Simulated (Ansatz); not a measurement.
## TiPbO3: reading a single point

```
CELL_PARAMETERS angstrom
3.98869 0.00000 0.00000
0.00000 3.98869 0.00000
0.00000 0.00000 4.12496
ATOMIC_POSITIONS crystal
Pb 0.00000 0.00000 0.00000
Ti 0.50000 0.50000 0.52840
O 0.50000 0.50000 0.08400
O 0.50000 0.00000 0.58200
O 0.00000 0.50000 0.58200
```

The numbers come from plane-wave PAW DFT (Ansatz): r2SCAN, no spin polarisation, 500 eV, 7×7×6 Γ-centred k points, gaussian occupations (width 0.2479 eV). Nothing was relaxed.

- Charges: Bader charges in e: Ti +2.32, Pb +1.44, O -1.27 to -1.22. In the mean Ti gives up most and O takes most.
- Band edges: Within 0.7 eV of the edges, the states project mainly on O p (87 %) below the gap and on Ti d (91 %) above it.
- Stress: The pressure is -8.6 GPa (compression positive), so with the atoms held at these fractions the cell would first shrink.
- Forces: The largest is on Ti2: 0.61 eV/Å, components (0.00, 0.00, -0.61). It makes 0° with the line to a nearest neighbour, O3 at 1.83 Å, pointing towards it.
- Electronic structure: The gap is 2.10 eV, indirect (the least direct gap found is 2.30 eV). A semilocal functional usually gives too small a gap.
- Contacts: Ti–O at 1.83 Å: least valence density 0.99 e/Å³ and ELF 0.27 there. Pb–O at 2.64 Å: least valence density 0.23 e/Å³ and ELF 0.12 there, a closed-shell (ionic or weak) contact. Both are smooth PAW fields, read partly inside the augmentation spheres.
- Formation energy: -2.52 eV an atom against the elements' usual phases (free molecules for gases, crystals otherwise, with no correction for O₂ or N₂), so it is bound against them; other compounds may still compete. Relaxing would lower it.

Origin: a database entry at a rescaled volume. Caveats: no spin-orbit coupling, which can shift this gap by tenths of an eV; wide smearing; the mesh misses a band edge that the path finds.
